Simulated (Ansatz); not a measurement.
InN (wurtzite)

```
CELL_PARAMETERS angstrom
      3.53693     0.00000     0.00000
     -1.76847     3.06307     0.00000
      0.00000     0.00000     5.71356
ATOMIC_POSITIONS crystal
  In 0.66667 0.33333 0.00203
  In 0.33333 0.66667 0.50203
  N  0.66667 0.33333 0.62317
  N  0.33333 0.66667 0.12317
```

The slice is a (1 -1 0 0) plane (indices of the conventional cell) through the point (0.333, 0.667, 0.123) (fractional), spanned by u = [110] and v = [001] in vectors of this cell: u (3.54 Å) and v (5.71 Å, at 90° to u). It covers one period; positions are fractions (u, v).

These are PBEsol (plane waves to 420 eV, PAW, scalar-relativistic; Ansatz, an electronic-structure program) values and carry that method's errors. k mesh 11×11×6. These are valence fields of a PAW run, semicore shells included where kept as valence: close to a nucleus they are smooth pseudo fields. At this level the bands of InN touch or barely overlap; measurements give the solid a gap. InN was relaxed with its symmetry unable to fall.

Three fields on this plane, each scaled to ten steps between its own extremes (0 low, 9 high; the total valence density on a logarithmic scale, the potential cut 8 eV below its top; x marks points blanked near nuclei; v = 0 in the bottom row):

Map A
```
|xxxx87666678xxx|
|xxxx87777778xxx|
|xxx8767887678xx|
|876656677665667|
|444444566544444|
|222223444432222|
|000112333321100|
|111112333321111|
|222223444432222|
|554444555544445|
|997655666655679|
|xxx8766776678xx|
|xxxx87677678xxx|
|xxxx97666679xxx|
|xxxx96555569xxx|
|xxxx96433469xxx|
|xxxx74322347xxx|
|xxx8531001358xx|
|998642000024689|
|998642000024689|
|xxx7531001357xx|
|xxxx64222246xxx|
|xxxx85433458xxx|
|xxxx86555568xxx|
```

Map B
```
|xxxx83122138xxx|
|xxxx62222226xxx|
|xxx8422332248xx|
|998522233222589|
|554211222211245|
|111111122111111|
|000001111110000|
|000001222210000|
|111112455421111|
|221124677642112|
|332125788752123|
|xxx2247887422xx|
|xxxx23788732xxx|
|xxxx22577522xxx|
|xxxx22355322xxx|
|xxxx32233223xxx|
|xxxx21111112xxx|
|xxx2110000112xx|
|222211000011222|
|666531000013566|
|xxx9621001269xx|
|xxxx84100148xxx|
|xxxx95211259xxx|
|xxxx94211249xxx|
```

Map C
```
|xxxx54100145xxx|
|xxxx52000025xxx|
|xxx6510000156xx|
|888752000025788|
|999863100136899|
|999875433457899|
|999887666678899|
|888888888888888|
|566789999998766|
|013578999987531|
|000157899875100|
|xxx0167887610xx|
|xxxx04788740xxx|
|xxxx02688620xxx|
|xxxx01688610xxx|
|xxxx02688620xxx|
|xxxx03788730xxx|
|xxx0157887510xx|
|000257899875200|
|124688999988642|
|xxx7999999997xx|
|xxxx89888898xxx|
|xxxx77666677xxx|
|xxxx56433465xxx|
```

Assign the maps to these fields: electron localisation function (ELF); valence electron density; electrostatic potential energy of an electron, from the cell's mean.

A is the valence electron density; B is the electron localisation function (ELF); C is the electrostatic potential energy of an electron, from the cell's mean.
